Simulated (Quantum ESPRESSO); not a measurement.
## AlN in Quantum ESPRESSO: the effect of dispersion

Crystal: AlN.

```xyz
2
Lattice="0.0000 2.1840 2.1840 2.1840 0.0000 2.1840 2.1840 2.1840 0.0000" Properties=species:S:1:pos:R:3 pbc="T T T"
Al    0.0000    0.0000    0.0000
N     1.0920    1.0920    1.0920
```

Measurements of this composition are mostly on another form, of space group No. 186.

Alike in all runs:

```yaml
Program: Quantum ESPRESSO 7.5
Task: relaxation of cell and atoms
Functional: PBE
Potentials_or_basis: PseudoDojo 0.4.1 SR PBE standard
Cutoff: 1143 eV
Density_cutoff: 4572 eV
k_mesh: 10 × 10 × 10
Occupations: fermi-dirac, width 0.05 eV
Spin: no spin polarisation
```

Each run relaxes the cell or the atoms first.

```csv
dispersion,relaxed volume (Å³/atom),gap on the mesh (eV)
none,?,?
D2,10.51,3.32
D3,10.53,3.32
D3(BJ),10.46,3.32
D4,10.42,3.32
rVV10,10.58,3.22
D3M(BJ),10.16,3.34
```

Problem. What does the run with dispersion none give?

Solution. Relaxed volume 10.65 Å³/atom; gap on the mesh 3.31 eV.

Caveats: the relaxation stopped at its first step, so nothing moved (some runs); rVV10's parameter b was fitted to another functional (some runs).

A k mesh can miss the band edges.
